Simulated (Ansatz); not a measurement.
# ZnGeP₂: reading a single point

```
Ge Zn P
1.0
     0.00000    5.52221    0.00000
     5.52221    0.00000    0.00000
     2.76111    2.76111   -5.44130
Ge Zn P
2 2 4
Direct
  0.50000 0.50000 0.00000
  0.25000 0.75000 0.50000
  0.00000 0.00000 0.00000
  0.75000 0.25000 0.50000
  0.37500 0.38900 0.75000
  0.61100 0.12500 0.25000
  0.87500 0.86100 0.75000
  0.13900 0.62500 0.25000
```

Single point in Ansatz 0.2.0 with r2SCAN, no spin polarisation. Cutoff 500 eV, PAW datasets, 5×5×5 Γ-centred k mesh, fermi-dirac filling (width 0.0238 eV).

Is the cell too large or too small?

The pressure is -2.8 GPa (compression positive), so with the atoms held at these fractions the cell would first shrink.

Is it stable against the elements?

-0.28 eV an atom against the elements' usual phases (free molecules for gases, crystals otherwise, with no correction for O₂ or N₂), so it is bound against them; other compounds may still compete. Relaxing would lower it.

What is the character of the valence top and the conduction bottom?

Within 0.7 eV of the edges, the states project mainly on P p (86 %) below the gap and on P p (41 %), Ge s (20 %) and Ge p (14 %) above it.

Is there a gap, and of what kind?

The gap is 1.60 eV, indirect (the least direct gap found is 1.68 eV). A semilocal functional usually gives too small a gap.

Which atom feels the largest force, and which way?

The largest is on P5 (and as large on other atoms): 0.52 eV/Å, components (-0.52, 0.00, 0.00). It makes 124° with the line to a nearest neighbour, Ge1 at 2.34 Å.

Origin: a database entry at a rescaled volume.
